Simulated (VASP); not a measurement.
## BaHfO$_{3}$ in VASP 6.6.1, single-point calculation

INCAR

```
LREAL = .FALSE.
NELM = 120
SIGMA = 0.02
GGA = PE
NBANDS = 27
ISMEAR = -1
LWAVE = .FALSE.
PREC = Accurate
IBRION = -1
LCHARG = .FALSE.
LASPH = .TRUE.
ENCUT = 520
ISIF = 2
NSW = 0
EDIFF = 1E-7
```

KPOINTS

```
KPOINTS created by Atomic Simulation Environment
0
Monkhorst-Pack
6 6 6
0 0 0
```

POSCAR

```
Ba Hf O
 1.0000000000000000
     4.1770587708449511   -0.0000000000000000    0.0000000000000000
    -0.0000000000000000    4.1770587708449511   -0.0000000000000000
     0.0000000000000000   -0.0000000000000000    4.1770587708449511
 Ba  Hf  O
   1   1   3
Cartesian
 -0.0000000000000000 -0.0000000000000000  0.0000000000000000
  2.0885293854224756  2.0885293854224756  2.0885293854224756
  2.0885293854224756  2.0885293854224756  0.0000000000000000
  2.0885293854224756 -0.0000000000000000  2.0885293854224756
 -0.0000000000000000  2.0885293854224756  2.0885293854224756
```

The recommended PBE PAW datasets give the neutral cell 38 valence electrons.

Command

```
mpirun -np 1 vasp_std
```

Task: Predict the outcome of this run.

Result: It converged. Results: gap between bands v and c on the k mesh 3.99 eV; least direct gap on the k mesh 4.31 eV; pressure 2.8 GPa. Band v is the last that the valence electrons fill when counted band by band, and c is the next.

OSZICAR

```
N       E                     dE             d eps       ncg     rms          rms(c)
DAV:   1     0.215377523678E+03    0.21538E+03   -0.20952E+04   540   0.137E+03
DAV:   2    -0.383645168102E+02   -0.25374E+03   -0.24604E+03   656   0.311E+02
DAV:   3    -0.503963390503E+02   -0.12032E+02   -0.11982E+02   725   0.647E+01
DAV:   4    -0.505609796341E+02   -0.16464E+00   -0.16447E+00   706   0.713E+00
DAV:   5    -0.505651031206E+02   -0.41235E-02   -0.41231E-02   716   0.795E-01    0.586E+01
DAV:   6    -0.437259256672E+02    0.68392E+01   -0.33616E+01   621   0.325E+01    0.508E+01
DAV:   7    -0.435786267410E+02    0.14730E+00   -0.18839E+00   698   0.831E+00    0.331E+01
DAV:   8    -0.435672865546E+02    0.11340E-01   -0.33068E-01   597   0.447E+00    0.777E+00
DAV:   9    -0.435465875827E+02    0.20699E-01   -0.79968E-02   630   0.182E+00    0.224E+00
DAV:  10    -0.435466155913E+02   -0.28009E-04   -0.79174E-03   665   0.570E-01    0.761E-01
DAV:  11    -0.435464705355E+02    0.14506E-03   -0.67639E-04   674   0.159E-01    0.151E-01
DAV:  12    -0.435465018282E+02   -0.31293E-04   -0.67016E-05   715   0.518E-02    0.120E-01
DAV:  13    -0.435465067620E+02   -0.49338E-05   -0.84967E-06   690   0.186E-02    0.114E-02
DAV:  14    -0.435465066060E+02    0.15600E-06   -0.64659E-07   689   0.489E-03    0.679E-03
DAV:  15    -0.435465064309E+02    0.17506E-06   -0.26853E-07   650   0.325E-03    0.250E-03
DAV:  16    -0.435465064408E+02   -0.98344E-08   -0.13637E-08   338   0.799E-04
   1 F= -.43546506E+02 E0= -.43546506E+02  d E =-.243283E-12
```

The shifted mesh misses Γ, so a band edge there is missed.

For comparison, a separate PBE run of the intended cell, on usual settings and not on those above, gives a gap of 3.58 eV on its mesh and a pressure of 2.8 GPa.
